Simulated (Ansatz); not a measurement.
# Structure types of Hf compared at 140 GPa

Structure types of Hf are relaxed in primitive cells with their symmetry kept at 140 GPa, first on PAW files, then by LAPW. The enthalpy is E + pV at zero temperature, without zero-point motion. Only the types listed were tried, and differences under about 5 meV/atom are mesh noise. The real phase may be another.

Level of theory: DFT with PBE, scalar-relativistic, in Ansatz 0.2.0; Fermi–Dirac smearing of 0.08 eV, no spin polarisation. LAPW: all electrons, basis error target 0.5 meV/atom; PAW: frozen-core files, cutoff 420 eV.

k meshes: fcc 18×18×18, bcc 18×18×18, hcp 17×17×9, diamond 13×13×13, beta tin 17×17×17, sc 16×16×16.

Spin–orbit coupling is left out, which matters for the heavy atoms.

Problem. Which type is lowest in enthalpy, and by how much?

Solution. bcc, 152 meV/atom below fcc. The whole table:

| start type | ends as | a, b, c (Å) | V (Å³/atom) | H − H(lowest), LAPW (meV/atom) | same, PAW |
| --- | --- | --- | --- | --- | --- |
| fcc | fcc, Fm-3m | 3.743, 3.743, 3.743 | 13.11 | 151.8 | 151.1 |
| bcc | bcc, Im-3m | 2.950, 2.950, 2.950 | 12.83 | 0.0 | 0.0 |
| hcp | hcp, P6_3/mmc | 2.611, 2.611, 4.457 | 13.15 | 164.5 | 164.1 |
| diamond | diamond, Fd-3m | 4.943, 4.943, 4.943 | 15.10 | 5668.5 | 5669.9 |
| beta tin | beta tin, I4_1/amd | 4.587, 4.587, 2.522 | 13.27 | 909.8 | 910.0 |
| sc | sc, Pm-3m | 2.385, 2.385, 2.385 | 13.57 | 1757.0 | 1756.6 |

Problem. Split the lead of bcc over fcc into energy and pV.

Solution. For fcc less bcc: ΔE = -93.8 meV/atom, and p·ΔV = 140 GPa × +0.2810 Å³ × 6.242 meV/(GPa·Å³) = +245.5 meV/atom, together 151.7 meV/atom. bcc wins by its smaller volume, against the internal energy.
